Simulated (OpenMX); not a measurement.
The system is Zn.

```
Zn
1.0
     2.67000    0.00000    0.00000
    -1.33500    2.31229    0.00000
     0.00000    0.00000    4.96600
Zn
2
Direct
  0.66667 0.33333 0.75000
  0.33333 0.66667 0.25000
```

Base run:

```yaml
Program: OpenMX 3.8.5
Functional: PBE
Potentials_or_basis: OpenMX 2013 PBE set, Zn6.0H-s3p2d2, grid cutoff 500 Ry
k_mesh: 11 × 11 × 7
Occupations: fermi-dirac, width 0.05 eV
Spin: no spin polarisation
```

Its results: pressure 0.8 GPa.

Q: The run is repeated on the same cell with these changes: functional from PBE to LDA; potentials or basis from OpenMX 2013 PBE set, Zn6.0H-s3p2d2, grid cutoff 500 Ry to OpenMX 2013 LDA set, Zn6.0H-s3p2d2, grid cutoff 500 Ry. What comes out?

A: Pressure -10.0 GPa.

Caveats: the basis of atomic orbitals isn't converged, which shifts pressures, moduli and gaps.

Not every run made on this cell is shown here.
